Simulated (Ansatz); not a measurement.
Crystal: WS2 (Tungstenite).

```
W S
1.0
     3.18000    0.00000    0.00000
    -1.59000    2.75396    0.00000
     0.00000    0.00000   12.50000
W S
2 4
Direct
  0.66667 0.33333 0.75000
  0.33333 0.66667 0.25000
  0.66667 0.33333 0.37500
  0.33333 0.66667 0.87500
  0.66667 0.33333 0.12500
  0.33333 0.66667 0.62500
```

| Quantity | Value |
| --- | --- |
| Program | Ansatz 0.2.0 |
| Task | relaxation of cell and atoms |
| Functional | r2SCAN |
| Potentials or basis | Ansatz PAW |
| Cutoff | 500 eV (not typed: the program's choice for these potentials) |
| k mesh | 10 × 10 × 3 |
| Occupations | fermi-dirac, width 0.05 eV |
| Spin | no spin polarisation |

At the start: volume 18.24 Å³/atom.

Question: How do energy, volume and symmetry change on relaxing?

Answer: It ends after 5 steps and the volume is 19.09 Å³/atom (+4.6 %); space group P6_3/mmc (No. 194, to 0.05 Å).

The path:
| step | energy change (eV) | largest force (eV/Å) | volume (Å³) |
| --- | --- | --- | --- |
| 1 | 0.0000 | 0.1160 | 109.47 |
| 2 | -0.0042 | 0.2873 | 115.64 |
| 3 | -0.0190 | 0.0095 | 114.36 |
| 4 | -0.0191 | 0.0044 | 114.52 |
| 5 | -0.0205 | 0.0045 | 114.52 |

Final structure:
```
W S
1.0
     3.18195    0.00000    0.00000
    -1.59097    2.75565    0.00000
     0.00000    0.00000   13.06085
W S
2 4
Direct
  0.66667 0.33333 0.75000
  0.33333 0.66667 0.25000
  0.66667 0.33333 0.36941
  0.33333 0.66667 0.86941
  0.66667 0.33333 0.13059
  0.33333 0.66667 0.63059
```

Caveat: the plane-wave basis is chosen anew once the cell has moved, so the energies of steps on either side of that aren't comparable; the PAW data sets come from PBE, with cores solved anew for the run's functional, which leaves a small shift of forces and pressure.
